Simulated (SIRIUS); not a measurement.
A run of SIRIUS 7.10.0 is set up as follows.

Contents of sirius.json:

```json
{
  "control": {
    "processing_unit": "cpu",
    "verbosity": 2,
    "num_bands_to_print": 22,
    "print_forces": true,
    "print_stress": true
  },
  "parameters": {
    "electronic_structure_method": "pseudopotential",
    "xc_functionals": ["XC_GGA_X_PBE", "XC_GGA_C_PBE"],
    "gk_cutoff": 8.9,
    "pw_cutoff": 17.8,
    "ngridk": [8, 8, 8],
    "shiftk": [0, 0, 0],
    "smearing": "fermi_dirac",
    "smearing_width": 0.0018374661,
    "num_bands": 22,
    "num_mag_dims": 0,
    "num_dft_iter": 100,
    "energy_tol": 1e-08,
    "density_tol": 1e-06
  },
  "iterative_solver": {
    "type": "davidson",
    "min_tolerance": 1e-10
  },
  "mixer": {
    "type": "anderson",
    "beta": 0.7,
    "max_history": 8
  },
  "settings": {
    "tol_ne": 1e-10
  },
  "unit_cell": {
    "lattice_vectors": [
      [0.0, 5.345865131215, 5.345865131215],
      [5.345865131215, 0.0, 5.345865131215],
      [5.345865131215, 5.345865131215, 0.0]
    ],
    "atom_coordinate_units": "lattice",
    "atom_types": ["Ge"],
    "atom_files": {
      "Ge": "Ge.json"
    },
    "atoms": {
      "Ge": [
        [0.75, 0.75, 0.75],
        [0.5, 0.5, 0.5]
      ]
    }
  }
}
```

Potentials or basis: PseudoDojo 0.4.1 PBE standard (scalar relativistic).

Run with:

```sh
$ upf_to_json Ge.upf
$ OMP_NUM_THREADS=1 sirius.scf --input=sirius.json --output=out.json --task=0
```

Task: Predict the pressure.

Result: 3.7 GPa.

Task: Predict the band gap on the k mesh.

Result: 0.03 eV.

**The experiment to reproduce.**

“Electronic and optical properties of SixGe1-x-ySny alloys lattice-matched to Ge”, 2021, arxiv:2109.02782 reports, for a bulk crystal of Ge at 293 K: band gap 0.666 eV (indirect).

Measured gap of Ge: 0.666 eV (indirect; 293 K; “Electronic and optical properties of SixGe1-x-ySny alloys lattice-matched to Ge”, 2021, arxiv:2109.02782). This calculation gives 0.03 eV (-0.63 eV). 3 values of this kind are on record (0.666 to 0.807 eV); this one was drawn at random among those near their median. Spin-orbit coupling on Ge is left out. The value is that of PBE on a finite k mesh, which can miss the band edges, without temperature or zero-point motion. Semilocal functionals fall short of measured gaps as a rule.
